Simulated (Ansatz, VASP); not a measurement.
## Bi in VASP and in Ansatz

```
Bi
1.0
     2.29734    1.32637    3.98982
    -2.29734    1.32637    3.98982
     0.00000   -2.65274    3.98982
Bi
2
Direct
  0.76600 0.76600 0.76600
  0.23400 0.23400 0.23400
```

Alike in both runs: task single point; functional PBE; k mesh 7 × 7 × 7; occupations fermi-dirac, width 0.05 eV; no spin polarisation.

```csv
,VASP,Ansatz
version,VASP 6.6.1,Ansatz 0.2.0
potentials or method,"VASP PAW PBE potentials, release 64 (Bi_d)",JTH PAW
plane-wave cutoff (eV),520,1800
valence electrons in the cell,30,30
```

Ansatz gave:

```
gap on the k mesh at the Fermi level (eV)       : 0.25
least direct gap on the mesh (eV)               : 0.50
pressure (GPa)                                  : 0.2
largest component of the traceless stress (GPa) : 0.07
rms of the force components (eV/Å)              : 0.018
```

**Question.** Which values does VASP return?

**Answer.** gap on the k mesh at the Fermi level (eV): 0.25; least direct gap on the mesh (eV): 0.51; pressure (GPa): 0.1; largest component of the traceless stress (GPa): 0.07; rms of the force components (eV/Å): 0.018.

Atom by atom the forces differ by 0.000 eV/Å (rms over components).

Caveats: spin-orbit coupling is left out, which as a rule narrows the gap of such compounds by several tenths of an eV; an odd mesh through Γ misses points on the zone boundary, where band edges often lie (VASP); odd divisions of the mesh miss points on the zone boundary, where band edges often lie, so the gap on the mesh can be too wide (Ansatz).
